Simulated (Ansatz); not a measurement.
Relaxed sheet of BN, cell area A = 5.451 Å²:

```xyz
2
Lattice="2.5088 0.0014 0.0000 1.2531 2.1734 0.0000 0.0000 0.0000 26.0000" Properties=species:S:1:pos:R:3 pbc="T T F"
B     1.8809    1.0874   13.0000
N     3.1348    1.8123   13.0000
```

Theory: Ansatz 0.2.0, DFT PBE+D3(BJ), scalar-relativistic, plane waves, PAW. Settings: cutoff 420 eV, Γ-centred mesh 10×10×1 on the computed 2-atom cell, Gaussian smearing of 0.02 eV; no spin polarisation. The sheet is isolated along c (Coulomb cut-off).

Under strain along y with x held, atoms relaxed, stress positive in compression; ΔE is the free energy at this smearing, of which the stress is the derivative:

| strain (%) | σxx (N/m) | σyy (N/m) | ΔE (meV/cell) | thickness (Å) |
| --- | --- | --- | --- | --- |
| -2 | 1.466 | 6.084 | 20.45 | 0.000 |
| +2 | -1.181 | -5.541 | 19.12 | 0.000 |

(1) Which in-plane elastic constants follow from the stresses?

(2) Do the energies agree?

## Answers

(1) Central differences over Δε = 0.04 give C22 = 290.6 N/m from the stress along the strain and C12 = 66.2 N/m from the stress across it. The sheet is hexagonal, so C22 = C11: Poisson's ratio is C12/C11 = 0.23, Young's modulus (C11² − C12²)/C11 = 276 N/m and the shear modulus (C11 − C12)/2 = 112.2 N/m.

(2) The second difference [ΔE(−ε) + ΔE(+ε)]/(A·ε²) = (20.45 + 19.12) meV/(5.451 Å² × 0.0004) × 16.02 N/m per eV/Å² = 290.7 N/m should equal C22 = 290.6 N/m; they differ by 0.0 %, so the two routes agree. The stress in compression and in tension differ in size because of the third-order constants.

The reference crystal is a form of BN, which isn't its usual structure.

The sheet is stiff in its plane because strain acts directly on short, strong B–N σ bonds built from sp² hybrids. The π system adds less, since its charge sits mainly on nitrogen; this weaker π bonding helps explain why BN is somewhat softer than graphene. The Poisson's ratio of 0.23 reflects a network that resists changes in bond angle as well as bond length, so only part of the strain is passed on as lateral contraction. The larger stress and energy in compression are the usual sign of bond anharmonicity: repulsion steepens as the atoms approach, while the restoring force weakens as they separate.

The match between 290.6 and 290.7 N/m shows that stresses and energies are numerically consistent, but it is no independent test of the functional. Nor does the zero thickness at -2 % strain show that a free sheet would stay flat under compression, because a two-atom cell cannot hold the long-wavelength ripples through which a membrane buckles.
